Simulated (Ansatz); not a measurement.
# Trigonal deformation path in KBr

These are results of Ansatz, DFT PBEsol, scalar-relativistic, plane waves, PAW, not measurements. Cutoff 420 eV, Γ-centred 6×6×6 k-points, Gaussian smearing of 0.05 eV. No spin polarisation. Energies are free energies at this smearing, counted from the undisturbed cell; pressure is positive in compression.

The starting cell (as given, not relaxed at this level; it stands at -1.2 GPa; this CsCl-type form isn't the usual structure):

```xyz
2
Lattice="4.0435 0.0000 0.0000 0.0000 4.0435 0.0000 0.0000 0.0000 4.0435" Properties=species:S:1:pos:R:3 pbc="T T T"
K     0.0000    0.0000    0.0000
Br    2.0217    2.0217    2.0217
```

At fixed volume and fractional coordinates, lengths along (0.577, 0.577, 0.577) are scaled against those across it; ρ is that ratio over its starting value. At ρ = 2.000 the cell becomes cubic (Fm-3m), and there the slope of the energy vanishes by symmetry.

| ρ | ΔE (meV/atom) | pressure (GPa) | gap on the mesh (eV) |
| --- | --- | --- | --- |
| 0.500 | 2710.8 | 35.1 | 0.00 |
| 0.600 | 866.5 | 13.6 | 2.61 |
| 0.710 | 216.9 | 3.7 | 3.72 |
| 0.850 | 22.4 | -0.5 | 3.76 |
| 0.930 | 2.7 | -1.1 | 3.72 |
| 1.000 | 0.0 | -1.2 | 3.71 |
| 1.080 | 0.9 | -1.1 | 3.73 |
| 1.200 | 0.0 | -0.7 | 3.83 |
| 1.410 | -13.9 | 0.1 | 3.92 |
| 1.700 | -40.2 | 0.8 | 4.20 |
| 2.000 | -52.6 | 1.1 | 4.50 |

Where the gap reads zero the k-mesh, chosen for the insulator, is on the coarse side.